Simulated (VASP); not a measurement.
# InP (F-43m) in VASP: notebook

Runs on InP. Level: LDA. Tasks: single point, relaxation of cell and atoms.

Program: VASP 6.6.1. These are calculated values, not measurements. Logs are shortened: lines on timing, memory, paths and dates and some standing lists are left out, and cuts for length are marked.

**The experiment to reproduce.**

A printed reference work, data compilation reports, for a bulk crystal of InP at 1.6 K: band gap 1.4236 eV (direct).

The runs below are set against these values where they give the same quantity.

### 1 The cell of the first run

Symmetry: F-43m, No. 216, cubic system. Conventional cell: a = 5.827 Å, b = 5.827 Å, c = 5.827 Å, α = 90.00°, β = 90.00°, γ = 90.00°. In (site symmetry -43m) has 4 P at 2.52 Å within 3.3 Å. P (site symmetry -43m) has 4 In at 2.52 Å within 3.3 Å.

### 2 Single point, LDA

Input file INCAR:

```
SYSTEM = InP
PREC = Accurate ; ENCUT = 520
EDIFF = 1E-7 ; ISMEAR = 0
SIGMA = 0.01 ; LREAL = .FALSE.
LASPH = .TRUE. ; NELM = 80
ALGO = Normal ; ISIF = 2
LWAVE = .FALSE. ; LCHARG = .FALSE.
GGA = CA ; NBANDS = 16
```

Input file KPOINTS:

```
regular mesh
0
G
  10 10 10
  0 0 0
```

Input file POSCAR:

```
InP
1.0
    0.0000000000      2.9135483157      2.9135483157
    2.9135483157      0.0000000000      2.9135483157
    2.9135483157      2.9135483157      0.0000000000
In P
1 1
Direct
    0.0000000000      0.0000000000      0.0000000000
    0.2500000000      0.2500000000      0.2500000000
```

Potentials or basis: VASP PAW LDA potentials, release 64 (In_d, P).

Started as:

```console
cat potpaw_LDA.64/In_d/POTCAR potpaw_LDA.64/P/POTCAR > POTCAR
mpirun -np 1 vasp_std > vasp.out
```

OUTCAR:

```text
SYSTEM = InP
   PREC = Accurate
   ENCUT = 520
   EDIFF = 1E-7
   ISMEAR = 0
   LREAL = .FALSE.
   LASPH = .TRUE.
   NELM = 80
   ISIF = 2
   GGA = CA

 ion  position               nearest neighbor table
   1  0.000  0.000  0.000-   2 2.52   2 2.52   2 2.52   2 2.52
   2  0.250  0.250  0.250-   1 2.52   1 2.52   1 2.52   1 2.52

  LATTYP: Found a face centered cubic cell.
 ALAT       =     5.8270966314

  Lattice vectors:

 A1 = (   0.0000000000,   2.9135483157,   2.9135483157)
 A2 = (   2.9135483157,   0.0000000000,   2.9135483157)
 A3 = (   2.9135483157,   2.9135483157,   0.0000000000)

Analysis of symmetry for initial positions (statically):
=====================================================================
 Subroutine PRICEL returns:
 Original cell was already a primitive cell.

 Routine SETGRP: Setting up the symmetry group for a
 face centered cubic supercell.

 Subroutine GETGRP returns: Found 24 space group operations
 (whereof 24 operations were pure point group operations)
 out of a pool of 48 trial point group operations.

The static configuration has the point symmetry T_d .

Analysis of symmetry for dynamics (positions and initial velocities):
=====================================================================
 Subroutine PRICEL returns:
 Original cell was already a primitive cell.

 Routine SETGRP: Setting up the symmetry group for a
 face centered cubic supercell.

 Subroutine GETGRP returns: Found 24 space group operations
 (whereof 24 operations were pure point group operations)
 out of a pool of 48 trial point group operations.

The dynamic configuration has the point symmetry T_d .

 Subroutine INISYM returns: Found 24 space group operations
 (whereof 24 operations are pure point group operations),
 and found     1 'primitive' translations

----------------------------------------------------------------------------------------

                                     Primitive cell

  volume of cell :      49.4648

  direct lattice vectors                    reciprocal lattice vectors
     0.000000000  2.913548316  2.913548316    -0.171612050  0.171612050  0.171612050
     2.913548316  0.000000000  2.913548316     0.171612050 -0.171612050  0.171612050
     2.913548316  2.913548316  0.000000000     0.171612050  0.171612050 -0.171612050

  length of vectors
     4.120379543  4.120379543  4.120379543     0.297240790  0.297240790  0.297240790

  position of ions in fractional coordinates (direct lattice)
     0.000000000  0.000000000  0.000000000
     0.250000000  0.250000000  0.250000000

  ion indices of the primitive-cell ions
   primitive index   ion index
                 1           1
                 2           2

----------------------------------------------------------------------------------------

 KPOINTS: regular mesh

Automatic generation of k-mesh.
 Grid dimensions read from file:
 generate k-points for:   10   10   10

 Generating k-lattice:

  Cartesian coordinates                     Fractional coordinates (reciprocal lattice)
    -0.017161205  0.017161205  0.017161205     0.100000000  0.000000000  0.000000000
     0.017161205 -0.017161205  0.017161205     0.000000000  0.100000000  0.000000000
     0.017161205  0.017161205 -0.017161205     0.000000000  0.000000000  0.100000000

  Length of vectors
     0.029724079  0.029724079  0.029724079

  Shift w.r.t. Gamma in fractional coordinates (k-lattice)
     0.000000000  0.000000000  0.000000000

 Subroutine IBZKPT returns following result:
 ===========================================

 Found     47 irreducible k-points:

 Following reciprocal coordinates:
            Coordinates               Weight
  0.000000  0.000000  0.000000      1.000000
  0.100000  0.000000  0.000000      8.000000
  0.200000  0.000000  0.000000      8.000000
  0.300000  0.000000  0.000000      8.000000
  0.400000  0.000000  0.000000      8.000000
  0.500000  0.000000  0.000000      4.000000
[... 16 lines left out ...]
  0.300000  0.300000  0.000000      6.000000
  0.400000  0.300000  0.000000     24.000000
 [... further k-points ...]
   k-points           NKPTS =     47   k-points in BZ     NKDIM =     47   number of bands    NBANDS=     16
   number of dos      NEDOS =    301   number of ions     NIONS =      2
   total plane-waves  NPLWV =  32768
   dimension x,y,z NGX =    32 NGY =   32 NGZ =   32
   dimension x,y,z NGXF=    64 NGYF=   64 NGZF=   64
   ions per type =               1   1
   NGX,Y,Z   is equivalent  to a cutoff of  12.91, 12.91, 12.91 a.u.
   NGXF,Y,Z  is equivalent  to a cutoff of  25.82, 25.82, 25.82 a.u.
 SYSTEM =  InP
   PREC   = accura    normal or accurate (medium, high low for compatibility)
   ISTART =      0    job   : 0-new  1-cont  2-samecut
   ICHARG =      2    charge: 1-file 2-atom 10-const
   ISPIN  =      1    spin polarized calculation?
   LNONCOLLINEAR =      F non collinear calculations
   LSORBIT =      F    spin-orbit coupling
   LASPH  =      T    aspherical Exc in radial PAW
   ENCUT  =  520.0 eV  38.22 Ry    6.18 a.u.   7.66  7.66  7.66*2*pi/ulx,y,z
   NELM   =     80;   NELMIN=  2; NELMDL= -5     # of ELM steps
   EDIFF  = 0.1E-06   stopping-criterion for ELM
   LREAL  =      F    real-space projection
   EDIFFG = 0.1E-05   stopping-criterion for IOM
   NSW    =      0    number of steps for IOM
   IBRION =     -1    ionic relax: 0-MD 1-quasi-New 2-CG
   NFREE  =      0    steps in history (QN), initial steepest desc. (CG)
   ISIF   =      2    stress and relaxation
   ISYM   =      2    0-nonsym 1-usesym 2-fastsym
   POTIM  = 0.5000    time-step for ionic-motion
   TEBEG  =    0.0;   TEEND  =   0.0 temperature during run
   PSTRESS=    0.0 pullay stress
   NELECT =      18.0000    total number of electrons
   NUPDOWN=      -1.0000    fix difference up-down
   EMIN   =  10.00;   EMAX   =-10.00  energy-range for DOS
   EFERMI =   0.00;   METHOD = LEGACY
   ISMEAR =     0;   SIGMA  =   0.01  broadening in eV -4-tet -1-fermi 0-gaus
   EFERMI_NEDOS =   21; number of points for ismear=-14 and -15
   IALGO  =     38    algorithm
   IMIX   =      4    mixing-type and parameters
     AMIX     =   0.40;   BMIX     =  1.00
     AMIX_MAG =   1.60;   BMIX_MAG =  1.00
  volume/ion in A,a.u.               =      24.73       166.90
  Fermi-wavevector in a.u.,A,eV,Ry     =   1.168782  2.208677 18.586251  1.366051
  Thomas-Fermi vector in A             =   2.305264
   LORBIT       =      0    0 simple, 1 ext, 2 COOP (PROOUT), +10 PAW based schemes
   GGA     = CA    functional components
   LHFCALC =     F    Hartree Fock is set to
   AEXX    =    0.0000 exact exchange contribution
   IVDW    =     0    specifies the selected vdW correction
   LEPSILON=     F    determine dielectric tensor
   LRPA    =     F    only Hartree local field effects (RPA)
 non-spin polarized calculation
 Gauss-broadening in eV      SIGMA  =   0.01
  energy-cutoff  :      520.00
  volume of cell :       49.46
 maximum number of plane-waves:      1363
   NGX = 15   NGY = 15   NGZ = 15

 number of electron      17.9999998 magnetization

 Free energy of the ion-electron system (eV)
  ---------------------------------------------------
  ext. energy  EPLUGINS =         0.00000000
  ---------------------------------------------------
  free energy    TOTEN  =        -9.67414433 eV

  energy without entropy =       -9.67414433  energy(sigma->0) =       -9.67414433

 E-fermi :   5.3037     XC(G=0):  -9.6862

 val. band max:        5.2021499310   @ k =   0.0000   0.0000   0.0000
 cond. band min:       5.8074866697   @ k =   0.0000   0.0000   0.0000
 fundamental gap:      0.6053367387
 Fermi energy:         5.3036645644

 k-point     1 :       0.0000    0.0000    0.0000
  band No.  band energies     occupation
      1      -9.0215      2.00000
      2      -9.0215      2.00000
      3      -9.0215      2.00000
      4      -8.8575      2.00000
      5      -8.8575      2.00000
      6      -6.4643      2.00000
[... 8 lines left out ...]
     15      14.6814      0.00000
     16      14.6814      0.00000

 k-point     2 :       0.1000    0.0000    0.0000
  band No.  band energies     occupation
      1      -9.0349      2.00000
      2      -9.0162      2.00000
      3      -9.0162      2.00000
      4      -8.8575      2.00000
      5      -8.8575      2.00000
      6      -6.3452      2.00000
[... 8 lines left out ...]
     15      14.1445      0.00000
     16      14.1537      0.00000

 k-point     3 :       0.2000    0.0000    0.0000
  band No.  band energies     occupation
      1      -9.0686      2.00000
      2      -9.0034      2.00000
      3      -9.0034      2.00000
      4      -8.8565      2.00000
      5      -8.8565      2.00000
      6      -6.0026      2.00000
[... 8 lines left out ...]
     15      13.7029      0.00000
     16      14.3823      0.00000

 k-point     4 :       0.3000    0.0000    0.0000
  band No.  band energies     occupation
      1      -9.1078      2.00000
      2      -8.9902      2.00000
      3      -8.9902      2.00000
      4      -8.8523      2.00000
      5      -8.8523      2.00000
      6      -5.4870      2.00000
[... 8 lines left out ...]
     15      13.9955      0.00000
     16      13.9955      0.00000
[... 324 lines left out ...]
 k-point    22 :      -0.2000    0.2000    0.0000
  band No.  band energies     occupation
      1      -9.1183      2.00000
      2      -8.9813      2.00000
      3      -8.9801      2.00000
      4      -8.8630      2.00000
      5      -8.8488      2.00000
      6      -5.3132      2.00000
[... 8 lines left out ...]
     15      15.4112      0.00000
     16      16.4453      0.00000

 k-point    23 :       0.3000    0.3000    0.0000
  band No.  band energies     occupation
      1      -9.1593      2.00000
      2      -8.9491      2.00000
      3      -8.9491      2.00000
      4      -8.8927      2.00000
      5      -8.8326      2.00000
      6      -5.1638      2.00000
[... 8 lines left out ...]
     15      15.4167      0.00000
     16      18.0385      0.00000

 k-point    24 :       0.4000    0.3000    0.0000
  band No.  band energies     occupation
      1      -9.1798      2.00000
      2      -8.9393      2.00000
      3      -8.9356      2.00000
      4      -8.8966      2.00000
      5      -8.8287      2.00000
      6      -4.7225      2.00000
[... 8 lines left out ...]
     15      15.8376      0.00000
     16      17.9060      0.00000

 [... further k-points ...]
[... 5 lines left out ...]
  --------------------------------------------------------------------------------------
  -------------------------------------------------------------------------------------
  Total        0.0031643      0.0031643      0.0031643      0.0000000      0.0000000      0.0000000
  in kB        0.1024920      0.1024920      0.1024920      0.0000000      0.0000000      0.0000000
  external PRESSURE =       0.1024920 kB  Pullay stress =       0.0000000 kB

 VOLUME and BASIS-vectors are now :
 -----------------------------------------------------------------------------
  energy-cutoff  :      520.00
  volume of cell :       49.46
      direct lattice vectors                 reciprocal lattice vectors
     0.000000000  2.913548316  2.913548316    -0.171612050  0.171612050  0.171612050
     2.913548316  0.000000000  2.913548316     0.171612050 -0.171612050  0.171612050
     2.913548316  2.913548316  0.000000000     0.171612050  0.171612050 -0.171612050

 POSITION                                       TOTAL-FORCE (eV/Angst)
 -----------------------------------------------------------------------------------
      0.00000      0.00000      0.00000         0.000000      0.000000      0.000000
      1.45677      1.45677      1.45677        -0.000000     -0.000000     -0.000000
 -----------------------------------------------------------------------------------
    total drift:                               -0.000000     -0.000000      0.000000

  FREE ENERGIE OF THE ION-ELECTRON SYSTEM (eV)
  ---------------------------------------------------
  free  energy   TOTEN  =        -9.6741443296 eV

  energy  without entropy=       -9.6741443296  energy(sigma->0) =       -9.67414433
```

Wall time 27 s (1 thread of Intel Xeon Platinum 8175M at 2.50GHz (Skylake/Cascade Lake), shared host); peak memory 0.17 GiB.

What came out:

```yaml
Free_energy: -9.6741 eV
Pressure: 0.0 GPa
Band_gap_on_the_k_mesh: 0.61 eV, direct
```

Levels at points of the mesh, in eV from the valence-band top:
```csv
k point,band 6,band 7,band 8,band 9,band 10,band 11,band 12,band 13
"(0.00, 0.00, 0.00)",-11.67,0.00,0.00,0.00,0.61,3.96,3.96,3.96
"(0.50, 0.00, 0.00)",-9.85,-5.92,-1.02,-1.02,1.37,4.71,4.71,6.93
"(0.50, 0.50, 0.00)",-9.16,-5.94,-2.42,-2.42,1.57,2.12,9.10,9.55
```

Caveat: spin-orbit coupling is left out, which moves the levels of the heavy elements.

### 3 Relaxation of cell and atoms, LDA

This run uses another cell than the first one, of 25.17 Å³/atom, 1.018 times its volume.

Input file INCAR:

```
ALGO     = Normal         # electronic algorithm
EDIFF    = 1E-7           # SCF threshold, eV
EDIFFG   = -0.001         # ionic threshold
ENCUT    = 600            # plane-wave cutoff, eV
IBRION   = 2              # ionic algorithm
ISIF     = 3              # what is computed and relaxed
ISMEAR   = 0              # smearing method
LASPH    = T              # aspherical terms in the spheres
LCHARG   = F              # write CHGCAR
LREAL    = F              # projectors in reciprocal space
LWAVE    = F              # write WAVECAR
NELM     = 100            # most SCF steps
NSW      = 80             # ionic steps
PREC     = Accurate       # precision mode
SIGMA    = 0.01           # smearing width, eV
```

Input file KPOINTS:

```
k-points
0
Gamma
  10 10 10
```

Input file POSCAR:

```
InP
1.0
    0.0000000000      2.9305000000      2.9305000000
    2.9305000000      0.0000000000      2.9305000000
    2.9305000000      2.9305000000      0.0000000000
In P
1 1
Direct
    0.0000000000      0.0000000000      0.0000000000
    0.2500000000      0.2500000000      0.2500000000
```

Potentials or basis: VASP PAW LDA potentials, release 64 (In_d, P).

Started as:

```console
cat potpaw_LDA.64/In_d/POTCAR potpaw_LDA.64/P/POTCAR > POTCAR
mpirun -np 1 vasp_std > vasp.out
```

OUTCAR:

```text
EDIFF = 1E-7
   EDIFFG = -0.001
   ENCUT = 600
   IBRION = 2
   ISIF = 3
   ISMEAR = 0
   LASPH = T
   LREAL = F
   NELM = 100
   NSW = 80
   PREC = Accurate

 ion  position               nearest neighbor table
   1  0.000  0.000  0.000-   2 2.54   2 2.54   2 2.54   2 2.54
   2  0.250  0.250  0.250-   1 2.54   1 2.54   1 2.54   1 2.54

  LATTYP: Found a face centered cubic cell.
 ALAT       =     5.8610000000

  Lattice vectors:

 A1 = (   0.0000000000,   2.9305000000,   2.9305000000)
 A2 = (   2.9305000000,   0.0000000000,   2.9305000000)
 A3 = (   2.9305000000,   2.9305000000,   0.0000000000)

Analysis of symmetry for initial positions (statically):
=====================================================================
 Subroutine PRICEL returns:
 Original cell was already a primitive cell.

 Routine SETGRP: Setting up the symmetry group for a
 face centered cubic supercell.

[... 365 lines left out ...]
 k-point     1 :       0.0000    0.0000    0.0000
  band No.  band energies     occupation
      1      -9.0282      2.00000
      2      -9.0282      2.00000
      3      -9.0282      2.00000
      4      -8.8647      2.00000
      5      -8.8647      2.00000
      6      -6.4675      2.00000
      7       5.1935      2.00000
      8       5.1935      2.00000
      9       5.1935      2.00000
     10       5.7947      0.00000
     11       9.1566      0.00000
     12       9.1566      0.00000
     13       9.1566      0.00000
[... 354 lines left out ...]
  band No.  band energies     occupation
      1      -9.1862      2.00000
      2      -8.9463      2.00000
      3      -8.9426      2.00000
      4      -8.9037      2.00000
      5      -8.8360      2.00000
      6      -4.7278      2.00000
      7       0.3319      2.00000
      8       2.9067      2.00000
      9       3.1892      2.00000
     10       7.2765      0.00000
     11       8.1182      0.00000
     12      11.9612      0.00000
     13      12.6401      0.00000

 [... further k-points ...]
[... 5 lines left out ...]
  --------------------------------------------------------------------------------------
  -------------------------------------------------------------------------------------
  Total        0.0004136      0.0004136      0.0004136      0.0000000     -0.0000000      0.0000000
  in kB        0.0133865      0.0133865      0.0133865      0.0000000     -0.0000000      0.0000000
  external PRESSURE =       0.0133865 kB  Pullay stress =       0.0000000 kB
[... 17 lines left out ...]
  FREE ENERGIE OF THE ION-ELECTRON SYSTEM (eV)
  ---------------------------------------------------
  free  energy   TOTEN  =        -9.6743983940 eV

  energy  without entropy=       -9.6743983940  energy(sigma->0) =       -9.67439839

 reached required accuracy - stopping structural energy minimisation
```

OSZICAR:

```text
N       E                     dE             d eps       ncg     rms          rms(c)
DAV:   1     0.117161974717E+03    0.11716E+03   -0.93758E+03  1222   0.170E+03
DAV:   2    -0.107212075824E+01   -0.11823E+03   -0.11472E+03  1257   0.347E+02
DAV:   3    -0.984170803697E+01   -0.87696E+01   -0.86640E+01  1612   0.949E+01
[... 44 lines left out ...]
       N       E                     dE             d eps       ncg     rms          rms(c)
DAV:   1    -0.967440709937E+01   -0.90628E-05   -0.22282E-04  1562   0.342E-01    0.216E-02
DAV:   2    -0.967439956086E+01    0.75385E-05   -0.16893E-05  1572   0.108E-01    0.714E-03
DAV:   3    -0.967439840214E+01    0.11587E-05   -0.37398E-06  1517   0.463E-02    0.377E-03
DAV:   4    -0.967439839395E+01    0.81859E-08   -0.14465E-07   636   0.442E-03
   6 F= -.96743984E+01 E0= -.96743984E+01  d E =-.654061E-06
```

CONTCAR:

```text
InP
   1.00000000000000
    -0.0000000000000000    2.9142867588753805    2.9142867588753805
     2.9142867588753805    0.0000000000000000    2.9142867588753805
     2.9142867588753805    2.9142867588753805    0.0000000000000000
  In              P
     1     1
Direct
     1.0000000000000000    1.0000000000000000    0.0000000000000000
     0.2500000000000000    0.2500000000000000    0.2500000000000000

  0.00000000E+00  0.00000000E+00  0.00000000E+00
  0.00000000E+00  0.00000000E+00  0.00000000E+00
```

Run time: 2.4 min. Hardware: 1 thread of Intel Xeon Platinum 8175M at 2.50GHz (Skylake/Cascade Lake), shared host; peak memory 0.2 GiB.

What came out:

```yaml
Free_energy: -9.6744 eV
Relaxed_volume: 24.75 Å³/atom
Relaxed_cell: a = 4.121 Å, b = 4.121 Å, c = 4.121 Å, α = 60.00°, β = 60.00°, γ = 60.00°
Space_group_after_relaxing_to_0.05_Å: F-43m (No. 216)
Energy_gained_by_relaxing: 1.5 meV/atom
Ionic_steps: 6
Pressure_after_relaxing: 0.0 GPa
Band_gap_on_the_k_mesh: 0.60 eV, direct
```

The path:
| step | energy change (eV) | largest force (eV/Å) | pressure (GPa) | volume (Å³) |
| --- | --- | --- | --- | --- |
| 1 | 0.0000 | 0.0000 | -1.16 | 50.33 |
| 2 | -0.0019 | 0.0000 | 0.71 | 49.02 |
| 3 | -0.0030 | 0.0000 | -0.01 | 49.51 |
| 4 | -0.0030 | 0.0000 | 0.02 | 49.49 |
| 5 | -0.0030 | 0.0000 | -0.02 | 49.51 |
| 6 | -0.0030 | 0.0000 | 0.00 | 49.50 |

Final structure:
```
CELL_PARAMETERS angstrom
0.00000 2.91429 2.91429
2.91429 0.00000 2.91429
2.91429 2.91429 0.00000
ATOMIC_POSITIONS crystal
In 0.00000 0.00000 0.00000
P 0.25000 0.25000 0.25000
```

Caveat: spin-orbit coupling is left out, which moves the levels of the heavy elements.

### 4 Comparison with measurements

Step 2. Measured gap of InP: 1.4236 eV (direct; 1.6 K; a printed reference work, data compilation). This calculation gives 0.61 eV (-0.82 eV). Spin-orbit coupling on In is left out. The value is that of LDA, without temperature or zero-point motion. Semilocal functionals fall short of measured gaps as a rule.
